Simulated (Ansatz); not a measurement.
## Calculated quadrupolar parameters for B5H9

The cell is a computed structure from the Materials Project (it need not be an observed phase), taken as it stands.

Space group I4mm (No. 107); a = 7.2459, c = 5.3101 Å.

| site | Wyckoff | site symmetry | x | y | z |
| --- | --- | --- | --- | --- | --- |
| B1 | 2a | 4mm | 0.0000 | 0.0000 | 0.7696 |
| B2 | 8d | .m. | 0.0000 | 0.8256 | 0.9811 |
| H6 | 2a | 4mm | 0.0000 | 0.0000 | 0.5469 |
| H7 | 8d | .m. | 0.0000 | 0.6635 | 0.9553 |
| H11 | 8c | ..m | 0.8686 | 0.8686 | 0.1502 |

One atom of each set is listed; the run and its k-mesh use a cell of 14 atoms with edges of 5.77, 5.77, 5.77 Å.

All values are calculated (Ansatz; DFT, PBEsol, plane waves and PAW, scalar-relativistic, 420 eV cutoff, Γ-centred 7×7×7 k-points, Fermi–Dirac smearing 0.05 eV), not measured.

V_zz is the principal component of the electric field gradient with the largest magnitude, η = (V_xx − V_yy)/V_zz and C_Q = eQV_zz/h.

B-10: I = 3, Q = 84.59 mb; 2H: I = 1, Q = 2.858 mb. Q values from Pyykkö, Mol. Phys. 116, 1328 (2018).

| site | atoms | first shell | V_zz (10²¹ V/m²) | η | C_Q (MHz) |
| --- | --- | --- | --- | --- | --- |
| B1 | 1 | 1 H at 1.18 Å, 4 B at 1.69 Å | -0.49 | 0.00 | -1.01 |
| B2 | 4 | 3 H at 1.18–1.35 Å, 3 B at 1.69–1.79 Å | -1.89 | 0.50 | -3.86 |
| H6 | 1 | 1 B at 1.18 Å | 2.20 | 0.00 | 0.152 |
| H7 | 4 | 1 B at 1.18 Å | 2.10 | 0.05 | 0.145 |
| H11 | 4 | 2 B at 1.35 Å, angle 83° | -0.99 | 0.04 | -0.068 |

An axis of threefold or higher order runs through B1 and H6, so V_zz lies along it and η is zero. At H7 V_zz points along its bond to B (within 1°). At H11 V_zz stands upright on the plane of its two bonds (within 2°).

The largest force is 0.5 eV/Å, so the atoms aren't at the calculated equilibrium and relaxing them would move these values.
